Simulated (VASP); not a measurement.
# Hf (P6_3/mmc) in VASP: a series of runs

Runs on Hf. Level: PBE+D3(BJ). Tasks: relaxation of shape and atoms at fixed volume.

All numbers are computed with VASP 6.6.1; they aren't measurements. Logs are shortened: lines on timing, memory, paths and dates and some standing lists are left out, and cuts for length are marked.

### 1 The undisturbed crystal

It takes space group P6_3/mmc (No. 194, hexagonal). Conventional cell: a = 3.197 Å, b = 3.197 Å, c = 5.058 Å, α = 90.00°, β = 90.00°, γ = 120.00°. Hf (site symmetry -6m2) has 12 Hf at 3.13 to 3.20 Å as nearest neighbours.

### 2 Relaxation of shape and atoms at fixed volume, PBE+D3(BJ) (a relaxed cell with its volume scaled by 0.94)

INCAR

```
  PREC = Accurate
  ENCUT = 600
  EDIFF = 1E-7
  ISMEAR = 1
  SIGMA = 0.1
  LREAL = False
  LASPH = True
  NELM = 80
  ALGO = Normal
  ISIF = 4
  LWAVE = False
  LCHARG = False
  GGA = PE
  IVDW = 12
  IBRION = 2
  NSW = 40
  EDIFFG = -0.01
```

KPOINTS

```
Automatic mesh
0
Gamma
  15 15 7
```

POSCAR

```
Hf                                      
1.0
    3.1023782918      0.0000000000      0.0000000000
   -1.5511891459      2.6867384128      0.0000000000
    0.0000000000      0.0000000000      4.9056701608
  Hf            
     2
Direct
     0.3333333332999970    0.6666666667000030    0.2500000000000000
     0.6666666667000030    0.3333333332999970    0.7500000000000000
```

Potentials or basis: VASP PAW PBE potentials, release 64 (Hf_pv).

Run with:

```sh
$ cat potpaw_PBE.64/Hf_pv/POTCAR > POTCAR
$ mpirun -np 1 vasp_std > vasp.out
```

OUTCAR:

```text
PREC = Accurate
   ENCUT = 600
   EDIFF = 1E-7
   ISMEAR = 1
   LREAL = False
   LASPH = True
   NELM = 80
   ISIF = 4
   GGA = PE
   IVDW = 12
   IBRION = 2
   NSW = 40
   EDIFFG = -0.01
 IVDW          = 12

 ion  position               nearest neighbor table
   1  0.333  0.667  0.250-   2 3.04   2 3.04   2 3.04   2 3.04   2 3.04   2 3.04
   2  0.667  0.333  0.750-   1 3.04   1 3.04   1 3.04   1 3.04   1 3.04   1 3.04

  LATTYP: Found a hexagonal cell.
 ALAT       =     3.1023782918
 C/A-ratio  =     1.5812611163

  Lattice vectors:

 A1 = (   3.1023782918,   0.0000000000,   0.0000000000)
 A2 = (  -1.5511891459,   2.6867384128,   0.0000000000)
 A3 = (   0.0000000000,   0.0000000000,   4.9056701608)

Analysis of symmetry for initial positions (statically):
=====================================================================
 Subroutine PRICEL returns:
 Original cell was already a primitive cell.

 Routine SETGRP: Setting up the symmetry group for a
 hexagonal supercell.

 Subroutine GETGRP returns: Found 24 space group operations
 (whereof 12 operations were pure point group operations)
 out of a pool of 24 trial point group operations.

The static configuration has the point symmetry D_3d.
 The point group associated with its full space group is D_6h.

Analysis of symmetry for dynamics (positions and initial velocities):
=====================================================================
 Subroutine PRICEL returns:
 Original cell was already a primitive cell.

 Routine SETGRP: Setting up the symmetry group for a
 hexagonal supercell.

 Subroutine GETGRP returns: Found 24 space group operations
 (whereof 12 operations were pure point group operations)
 out of a pool of 24 trial point group operations.

The dynamic configuration has the point symmetry D_3d.
 The point group associated with its full space group is D_6h.

 Subroutine INISYM returns: Found 24 space group operations
 (whereof 12 operations are pure point group operations),
 and found     1 'primitive' translations

----------------------------------------------------------------------------------------

                                     Primitive cell

  volume of cell :      40.8901

  direct lattice vectors                    reciprocal lattice vectors
     3.102378292  0.000000000  0.000000000     0.322333354  0.186099249  0.000000000
    -1.551189146  2.686738413  0.000000000     0.000000000  0.372198497  0.000000000
     0.000000000  0.000000000  4.905670161     0.000000000  0.000000000  0.203845747

  length of vectors
     3.102378292  3.102378292  4.905670161     0.372198497  0.372198497  0.203845747

  position of ions in fractional coordinates (direct lattice)
     0.333333333  0.666666667  0.250000000
     0.666666667  0.333333333  0.750000000

  ion indices of the primitive-cell ions
   primitive index   ion index
                 1           1
                 2           2

----------------------------------------------------------------------------------------

 KPOINTS: Automatic mesh

Automatic generation of k-mesh.
 Grid dimensions read from file:
 generate k-points for:   15   15    7

 Generating k-lattice:

  Cartesian coordinates                     Fractional coordinates (reciprocal lattice)
     0.021488890  0.012406617  0.000000000     0.066666667  0.000000000  0.000000000
     0.000000000  0.024813233  0.000000000     0.000000000  0.066666667  0.000000000
     0.000000000  0.000000000  0.029120821     0.000000000  0.000000000  0.142857143

  Length of vectors
     0.024813233  0.024813233  0.029120821

  Shift w.r.t. Gamma in fractional coordinates (k-lattice)
     0.000000000  0.000000000  0.000000000

 Subroutine IBZKPT returns following result:
 ===========================================

 Found    108 irreducible k-points:

 Following reciprocal coordinates:
            Coordinates               Weight
  0.000000  0.000000  0.000000      1.000000
  0.066667  0.000000  0.000000      6.000000
  0.133333  0.000000  0.000000      6.000000
  0.200000 -0.000000  0.000000      6.000000
  0.266667  0.000000  0.000000      6.000000
  0.333333  0.000000  0.000000      6.000000
[... 16 lines left out ...]
  0.333333  0.200000  0.000000     12.000000
  0.400000  0.200000  0.000000      6.000000
 [... further k-points ...]
   k-points           NKPTS =    108   k-points in BZ     NKDIM =    108   number of bands    NBANDS=     14
   number of dos      NEDOS =    301   number of ions     NIONS =      2
   total plane-waves  NPLWV =  31360
   dimension x,y,z NGX =    28 NGY =   28 NGZ =   40
   dimension x,y,z NGXF=    56 NGYF=   56 NGZF=   80
   ions per type =               2
   NGX,Y,Z   is equivalent  to a cutoff of  15.00, 15.00, 13.56 a.u.
   NGXF,Y,Z  is equivalent  to a cutoff of  30.01, 30.01, 27.11 a.u.
 SYSTEM =  unknown system
   PREC   = accura    normal or accurate (medium, high low for compatibility)
   ISTART =      0    job   : 0-new  1-cont  2-samecut
   ICHARG =      2    charge: 1-file 2-atom 10-const
   ISPIN  =      1    spin polarized calculation?
   LNONCOLLINEAR =      F non collinear calculations
   LSORBIT =      F    spin-orbit coupling
   LASPH  =      T    aspherical Exc in radial PAW
   ENCUT  =  600.0 eV  44.10 Ry    6.64 a.u.   6.20  6.20  9.80*2*pi/ulx,y,z
   NELM   =     80;   NELMIN=  2; NELMDL= -5     # of ELM steps
   EDIFF  = 0.1E-06   stopping-criterion for ELM
   LREAL  =      F    real-space projection
   EDIFFG = -.1E-01   stopping-criterion for IOM
   NSW    =     40    number of steps for IOM
   IBRION =      2    ionic relax: 0-MD 1-quasi-New 2-CG
   NFREE  =      1    steps in history (QN), initial steepest desc. (CG)
   ISIF   =      4    stress and relaxation
   ISYM   =      2    0-nonsym 1-usesym 2-fastsym
   POTIM  = 0.5000    time-step for ionic-motion
   TEBEG  =    0.0;   TEEND  =   0.0 temperature during run
   PSTRESS=    0.0 pullay stress
   NELECT =      20.0000    total number of electrons
   NUPDOWN=      -1.0000    fix difference up-down
   EMIN   =  10.00;   EMAX   =-10.00  energy-range for DOS
   EFERMI =   0.00;   METHOD = LEGACY
   ISMEAR =     1;   SIGMA  =   0.10  broadening in eV -4-tet -1-fermi 0-gaus
   EFERMI_NEDOS =   21; number of points for ismear=-14 and -15
   IALGO  =     38    algorithm
   IMIX   =      4    mixing-type and parameters
     AMIX     =   0.40;   BMIX     =  1.00
     AMIX_MAG =   1.60;   BMIX_MAG =  1.00
  volume/ion in A,a.u.               =      20.45       137.97
  Fermi-wavevector in a.u.,A,eV,Ry     =   1.289868  2.437497 22.636829  1.663760
  Thomas-Fermi vector in A             =   2.421735
   LORBIT       =      0    0 simple, 1 ext, 2 COOP (PROOUT), +10 PAW based schemes
   GGA     = PE    functional components
   LHFCALC =     F    Hartree Fock is set to
   AEXX    =    0.0000 exact exchange contribution
   IVDW    =    12    specifies the selected vdW correction
   LEPSILON=     F    determine dielectric tensor
   LRPA    =     F    only Hartree local field effects (RPA)
 conjugate gradient relaxation of ions
 non-spin polarized calculation
 Methfessel and Paxton  Order N= 1 SIGMA  =   0.10
  energy-cutoff  :      600.00
  volume of cell :       40.89
 maximum number of plane-waves:      1387
 NGX is ok and might be reduce to    28
   NGX = 13   NGY = 13   NGZ = 19

--------------------------------------- Ionic step        1  -------------------------------------------

 number of electron      20.0000001 magnetization

 Free energy of the ion-electron system (eV)
  ---------------------------------------------------
  ext. energy  EPLUGINS =         0.00000000
  ---------------------------------------------------
  free energy    TOTEN  =       -19.71224565 eV

  energy without entropy =      -19.71189553  energy(sigma->0) =      -19.71212895

------------------------ aborting loop because EDIFF is reached ----------------------------------------

 Edisp (eV)   -0.98884

 E8    (eV) :    -0.5310

  FORCE on cell =-STRESS in cart. coord.  units (eV):
  Direction    XX          YY          ZZ          XY          YZ          ZX
  --------------------------------------------------------------------------------------
  -------------------------------------------------------------------------------------
  Total       1.94819     1.94819     2.06729     0.00000     0.00000     0.00000
  in kB      76.33502    76.33502    81.00171     0.00000     0.00000     0.00000
  external pressure =       77.89 kB  Pullay stress =        0.00 kB

 VOLUME and BASIS-vectors are now :
 -----------------------------------------------------------------------------
  energy-cutoff  :      600.00
  volume of cell :       40.89
      direct lattice vectors                 reciprocal lattice vectors
     3.102378292  0.000000000  0.000000000     0.322333354  0.186099249  0.000000000
    -1.551189146  2.686738413  0.000000000     0.000000000  0.372198497  0.000000000
     0.000000000  0.000000000  4.905670161     0.000000000  0.000000000  0.203845747

 POSITION                                       TOTAL-FORCE (eV/Angst)
 -----------------------------------------------------------------------------------
     -0.00000      1.79116      1.22642        -0.000000      0.000000      0.000000
      1.55119      0.89558      3.67925         0.000000     -0.000000      0.000000
 -----------------------------------------------------------------------------------
    total drift:                                0.000000     -0.000000      0.000000

  FREE ENERGIE OF THE ION-ELECTRON SYSTEM (eV)
  ---------------------------------------------------
  free  energy   TOTEN  =       -20.7010851092 eV

  energy  without entropy=      -20.7007349925  energy(sigma->0) =      -20.70096840

--------------------------------------- Ionic step        2  -------------------------------------------

 number of electron      20.0000001 magnetization

 Free energy of the ion-electron system (eV)
  ---------------------------------------------------
  ext. energy  EPLUGINS =         0.00000000
  ---------------------------------------------------
  free energy    TOTEN  =       -19.71237006 eV

  energy without entropy =      -19.71192198  energy(sigma->0) =      -19.71222070

 E-fermi :   5.5735     XC(G=0): -11.6999

 val. band max:        5.5574795439   @ k =   0.4000   0.2000   0.2857
 cond. band min:       5.5953331086   @ k =   0.0667   0.0667   0.4286
 fundamental gap:      0.0378535647
 Fermi energy:         5.5734892528

 k-point     1 :       0.0000    0.0000    0.0000
  band No.  band energies     occupation
      1     -25.4717      2.00000
      2     -24.4750      2.00000
      3     -24.4750      2.00000
      4     -24.3107      2.00000
      5     -24.3083      2.00000
      6     -24.3083      2.00000
      7      -2.1179      2.00000
      8       1.5598      2.00000
      9       6.5398     -0.00000
     10       6.7640     -0.00000
     11       6.7640     -0.00000
     12       7.0503     -0.00000
     13       7.6850      0.00000
     14       7.6850      0.00000

 k-point     2 :       0.0667    0.0000    0.0000
  band No.  band energies     occupation
      1     -25.4562      2.00000
      2     -24.5092      2.00000
      3     -24.4864      2.00000
      4     -24.3445      2.00000
      5     -24.3176      2.00000
      6     -24.3127      2.00000
      7      -1.9670      2.00000
      8       1.7080      2.00000
      9       6.3120     -0.00000
     10       6.3499     -0.00000
[... 362 lines left out ...]
 k-point    24 :       0.4000    0.2000    0.0000
  band No.  band energies     occupation
      1     -25.1763      2.00000
      2     -24.9834      2.00000
      3     -24.8997      2.00000
      4     -24.8528      2.00000
      5     -24.6667      2.00000
      6     -24.6053      2.00000
      7       2.9260      2.00000
      8       3.0846      2.00000
      9       3.3877      2.00000
     10       4.4194      2.00000
     11       5.9412     -0.00000
     12       6.2861     -0.00000
     13       7.5947      0.00000
     14      11.1087      0.00000

 [... further k-points ...]

------------------------ aborting loop because EDIFF is reached ----------------------------------------

 Edisp (eV)   -0.98884

 E8    (eV) :    -0.5310

  FORCE on cell =-STRESS in cart. coord.  units (eV):
  Direction    XX          YY          ZZ          XY          YZ          ZX
  --------------------------------------------------------------------------------------
  -------------------------------------------------------------------------------------
  Total       1.98193     1.98193     1.98890     0.00000     0.00000     0.00000
  in kB      77.65704    77.65704    77.93019     0.00000     0.00000     0.00000
  external pressure =       77.75 kB  Pullay stress =        0.00 kB

 VOLUME and BASIS-vectors are now :
 -----------------------------------------------------------------------------
  energy-cutoff  :      600.00
  volume of cell :       40.89
      direct lattice vectors                 reciprocal lattice vectors
     3.099410211 -0.000000000  0.000000000     0.322642029  0.186277462 -0.000000000
    -1.549705106  2.684167980 -0.000000000     0.000000000  0.372554925 -0.000000000
     0.000000000  0.000000000  4.915070270    -0.000000000  0.000000000  0.203455891

 POSITION                                       TOTAL-FORCE (eV/Angst)
 -----------------------------------------------------------------------------------
     -0.00000      1.78945      1.22877         0.000000     -0.000000      0.000000
      1.54971      0.89472      3.68630        -0.000000      0.000000      0.000000
 -----------------------------------------------------------------------------------
    total drift:                                0.000000     -0.000000      0.000000

  FREE ENERGIE OF THE ION-ELECTRON SYSTEM (eV)
  ---------------------------------------------------
  free  energy   TOTEN  =       -20.7012071620 eV

  energy  without entropy=      -20.7007590732  energy(sigma->0) =      -20.70105780

 reached required accuracy - stopping structural energy minimisation
```

It took 1.7 min on 1 thread of Intel Xeon Platinum 8488C (Sapphire Rapids), shared host; peak memory 0.24 GiB.

Results:

- Free energy: -20.7012 eV
- Energy gained by relaxing: 0.1 meV/atom
- Ionic steps: 2
- Pressure after relaxing: 7.8 GPa
- Band gap on the k mesh: none (metal or under the smearing width)
- Dispersion energy per atom: -0.494 eV

The path:
```tsv
step	energy change (eV)	largest force (eV/Å)	pressure (GPa)
1	0.0000	0.0000	7.79
2	-0.0001	0.0000	7.77
```

Final structure:
```yaml
crystal:
  lattice:
    - [3.09941, 0.00000, 0.00000]
    - [-1.54971, 2.68417, 0.00000]
    - [0.00000, 0.00000, 4.91507]
  atoms:
    - { symbol: Hf, position: [0.33333, 0.66667, 0.25000] }
    - { symbol: Hf, position: [0.66667, 0.33333, 0.75000] }
```

Levels at points of the mesh, in eV from the Fermi level:
```csv
k point,band 8,band 9,band 10,band 11,band 12,band 13
"(0.00, 0.00, 0.00)",-4.01,0.97,1.19,1.19,1.48,2.11
```

Caveat: pairwise dispersion overbinds metals, which lowers pressure and volume.

### 3 Relaxation of shape and atoms at fixed volume, PBE+D3(BJ) (a relaxed cell with its volume scaled by 0.96)

INCAR is that of step 2.

KPOINTS is that of step 2.

POSCAR

```
Hf                                      
1.0
    3.1242267461      0.0000000000      0.0000000000
   -1.5621133730      2.7056597292      0.0000000000
    0.0000000000      0.0000000000      4.9402182720
  Hf            
     2
Direct
     0.3333333332999970    0.6666666667000030    0.2500000000000000
     0.6666666667000030    0.3333333332999970    0.7500000000000000
```

Potentials or basis: VASP PAW PBE potentials, release 64 (Hf_pv).

Run with:

```sh
$ cat potpaw_PBE.64/Hf_pv/POTCAR > POTCAR
$ mpirun -np 1 vasp_std > vasp.out
```

It took 1.7 min on 1 thread of Intel Xeon Platinum 8488C (Sapphire Rapids), shared host; peak memory 0.23 GiB.

Results (log left out):

| Quantity | Value |
| --- | --- |
| Free energy | -20.7357 eV |
| Energy gained by relaxing | 0.0 meV/atom |
| Ionic steps | 2 |
| Pressure after relaxing | 5.0 GPa |
| Band gap on the k mesh | none (metal or under the smearing width) |
| Dispersion energy per atom | -0.484 eV |

Final structure:
```
Hf
1.0
     3.12219    0.00000    0.00000
    -1.56110    2.70390    0.00000
     0.00000    0.00000    4.94665
Hf
2
Direct
  0.33333 0.66667 0.25000
  0.66667 0.33333 0.75000
```

Levels at points of the mesh, in eV from the Fermi level:
| k point | band 7 | band 8 | band 9 | band 10 | band 11 | band 12 | band 13 | band 14 |
| --- | --- | --- | --- | --- | --- | --- | --- | --- |
| (0.00, 0.00, 0.00) | -7.62 | -3.94 | 0.88 | 1.19 | 1.19 | 1.47 | 2.08 | 2.08 |

Caveat: pairwise dispersion overbinds metals, which lowers pressure and volume. The run has no spin-orbit coupling, so splittings on Hf are missing.

### 4 Relaxation of shape and atoms at fixed volume, PBE+D3(BJ) (a relaxed cell with its volume scaled by 0.98)

INCAR is that of step 3.

KPOINTS is that of step 3.

POSCAR

```
Hf                                      
1.0
    3.1457738183      0.0000000000      0.0000000000
   -1.5728869092      2.7243200412      0.0000000000
    0.0000000000      0.0000000000      4.9742898195
  Hf            
     2
Direct
     0.3333333332999970    0.6666666667000030    0.2500000000000000
     0.6666666667000030    0.3333333332999970    0.7500000000000000
```

Run with:

```sh
$ cat potpaw_PBE.64/Hf_pv/POTCAR > POTCAR
$ mpirun -np 1 vasp_std > vasp.out
```

Wall time 84 s (1 thread of Intel Xeon Platinum 8488C (Sapphire Rapids), shared host); peak memory 0.23 GiB.

The run converged. Its results:

```yaml
Free_energy: -20.7556 eV
Energy_gained_by_relaxing: 0.0 meV/atom
Ionic_steps: 2
Pressure_after_relaxing: 2.4 GPa
Band_gap_on_the_k_mesh: none (metal or under the smearing width)
Dispersion_energy_per_atom: -0.474 eV
```

Final structure:
```cif
data_structure
_symmetry_space_group_name_H-M 'P 1'
_symmetry_Int_Tables_number 1
_cell_length_a 3.1447
_cell_length_b 3.1447
_cell_length_c 4.9778
_cell_angle_alpha 90.000
_cell_angle_beta 90.000
_cell_angle_gamma 120.000
_cell_volume 42.63
loop_
_atom_site_label
_atom_site_type_symbol
_atom_site_fract_x
_atom_site_fract_y
_atom_site_fract_z
_atom_site_occupancy
Hf1 Hf 0.33333 0.66667 0.25000 1
Hf2 Hf 0.66667 0.33333 0.75000 1
```

Levels at points of the mesh, in eV from the Fermi level:
```tsv
k point	band 8	band 9	band 10	band 11	band 12	band 13
(0.00, 0.00, 0.00)	-3.88	0.80	1.18	1.18	1.47	2.06
```

Caveat: pairwise dispersion overbinds metals, which lowers pressure and volume. The run has no spin-orbit coupling, so splittings on Hf are missing.

### 5 The runs side by side

| cell | gap on the mesh (eV) | pressure (GPa) |
| --- | --- | --- |
| atoms relaxed at fixed volume from: a relaxed cell with its volume scaled by 0.94 | none | 7.8 |
| atoms relaxed at fixed volume from: a relaxed cell with its volume scaled by 0.96 | none | 5.0 |
| atoms relaxed at fixed volume from: a relaxed cell with its volume scaled by 0.98 | none | 2.4 |

Alike in all rows: task relaxation of shape and atoms at fixed volume; level PBE+D3(BJ); potentials or basis VASP PAW PBE potentials, release 64 (Hf_pv); no spin polarisation; k mesh 15 × 15 × 7; cutoff (eV) 600; smearing methfessel-paxton 0.1 eV.

Caveats: pairwise dispersion overbinds metals, which lowers pressure and volume.

Absolute energies hang on the potentials; compare differences alone.
